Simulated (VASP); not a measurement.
# Ni: convergence, energy difference of two geometries

Ni, Fm-3m (no. 225), 1 atom in the cell. R2SCAN, energy difference of two geometries; PAW potentials Ni (PBE set). VASP 6.6.1.

Wanted: energy difference within 0.5 meV/atom.

What the run is for: energy difference; Accuracy asked: standard; Second geometry: volume scaled by 1.06.

The series start from Plane-wave cutoff (eV): 350; Smearing width (eV): 0.1; k-point mesh: 18 × 18 × 18; Precision mode (PREC): Accurate; Electronic threshold (eV): 1e-6; Aspherical gradient terms in the spheres (LASPH): yes; Electronic algorithm: ALGO=Normal. Each series keeps the choices made before it, and each single choice may use up half of a tolerance. Times cover all steps of a run.

## Plane-wave cutoff (eV)

| Plane-wave cutoff (eV) | Energy difference (meV/atom) | Time (s) |
|---|---|---|
| 220 | 38.73 | 19 |
| 270 | 18.97 | 24 |
| 310 | 18.61 | 24 |
| 350 | 18.43 | 30 |
| 400 | 18.19 | 27 |
| 470 | 18.92 | 48 |
| 570 | 18.90 | 60 |
| 710 (reference) | 19.16 | 63 |

Chosen: 710; the next looser run is off by more than half of the tolerance, so convergence isn't shown beyond this value.

## Smearing width (eV)

| Smearing width (eV) | Energy difference (meV/atom) | Time (s) |
|---|---|---|
| 0.4 | 19.70 | 62 |
| 0.3 | 19.44 | 65 |
| 0.2 | 19.16 | 67 |
| 0.15 | 19.10 | 67 |
| 0.1 | 19.16 | 63 |
| 0.05 (reference) | 19.24 | 62 |

Chosen: 0.3, the loosest value from which every tighter one stays within half of the tolerance.

## k-point mesh

| k-point mesh | Energy difference (meV/atom) | Time (s) |
|---|---|---|
| 6 × 6 × 6 | 25.82 | 22 |
| 7 × 7 × 7 | 16.30 | 23 |
| 9 × 9 × 9 | 18.00 | 50 |
| 12 × 12 × 12 | 20.06 | 66 |
| 15 × 15 × 15 | 21.76 | 73 |
| 18 × 18 × 18 | 19.44 | 65 |
| 21 × 21 × 21 | 20.35 | 132 |
| 26 × 26 × 26 (reference) | 20.30 | 231 |

Chosen: 21 × 21 × 21.

## Precision mode (PREC)

| Precision mode (PREC) | Energy difference (meV/atom) | Time (s) |
|---|---|---|
| Low | 18.01 | 47 |
| SingleN | 18.01 | 52 |
| Normal | 20.18 | 52 |
| Accurate (reference) | 20.35 | 132 |

Chosen: Normal.

## Electronic threshold (eV)

| Electronic threshold (eV) | Energy difference (meV/atom) | Time (s) |
|---|---|---|
| 0.001 | 20.27 | 34 |
| 0.0001 | 20.17 | 38 |
| 1e-5 | 20.18 | 32 |
| 1e-6 | 20.18 | 52 |
| 1e-7 (reference) | 20.18 | 42 |

Chosen: 0.001.

## Aspherical gradient terms in the spheres (LASPH)

| Aspherical gradient terms in the spheres (LASPH) | Energy difference (meV/atom) | Time (s) |
|---|---|---|
| no | 22.48 | 20 |
| yes (reference) | 20.27 | 34 |

Chosen: yes; the one before it in the list is off by more than half of the tolerance.

## Electronic algorithm

| Electronic algorithm | Energy difference (meV/atom) | Time (s) |
|---|---|---|
| ALGO=Normal | 20.27 | 34 |
| ALGO=Fast | 20.15 | 29 |
| ALGO=VeryFast | 20.15 | 40 |
| ALGO=All ISEARCH=1 | 20.16 | 39 |
| ALGO=All ISEARCH=0 | 20.16 | 41 |
| ALGO=Damped TIME=0.4 | 20.37 | 37 |
| ALGO=Damped TIME=0.1 | 21.08 | 45 |

Chosen: ALGO=Fast; it saves 4.4 s of 34, so ALGO=Normal would do nearly as well.

## All choices together

| Input | Energy difference (meV/atom) | Time (s) |
|---|---|---|
| the program's defaults (naive) | 12.88 | 2.5 |
| chosen settings | 20.15 | 29 |
| reference settings throughout | 20.59 | 154 |

The chosen settings stay within the tolerance of the reference run, but the reference itself isn't shown to be converged in: Plane-wave cutoff (eV).

## The input

INCAR:
```
METAGGA = R2SCAN ; ISPIN = 2
MAGMOM = 1 ; LORBIT = 11
ISMEAR = 1 ; SIGMA = 0.3
LWAVE = F ; LCHARG = F
ISIF = 2 ; PREC = Normal
LASPH = T ; LREAL = F
ALGO = Fast ; EDIFF = 0.001
NELM = 200 ; GGA_COMPAT = F
ENCUT = 710 ; LMAXMIX = 4
LMIXTAU = T ; KPAR = 8
```

KPOINTS:
```
Automatic mesh
0
Gamma
  21 21 21
  0 0 0
```

POSCAR.step1:
```
Ni
1.0
    0.0000000000      1.7375729330      1.7375729330
    1.7375729330      0.0000000000      1.7375729330
    1.7375729330      1.7375729330      0.0000000000
Ni
1
Direct
    0.0000000000      0.0000000000      0.0000000000
```

POSCAR.step2:
```
Ni
1.0
    0.0000000000      1.7716516424      1.7716516424
    1.7716516424      0.0000000000      1.7716516424
    1.7716516424      1.7716516424      0.0000000000
Ni
1
Direct
    0.0000000000      0.0000000000      0.0000000000
```

Commands (each step's output is kept before the next begins):
```
cat potpaw_PBE.64/Ni/POTCAR > POTCAR
cp POSCAR.step1 POSCAR
mpirun -np 8 vasp_std > vasp.out
cp POSCAR.step2 POSCAR
mpirun -np 8 vasp_std > vasp.out
```

The chosen input took VASP 6.6.1 29 s on 8 cores (Intel Xeon Platinum 8259CL @ 2.50GHz (Skylake/Cascade Lake)), a shared host.

## An input that fails: starting moments all zero

It runs to its end, but against the unchanged starting input it is off by 11.77 meV/atom in the energy difference.

Changes against the starting input:
```
(all steps)
- MAGMOM = 1
- NELM = 200
+ MAGMOM = 0
+ NELM = 95
```
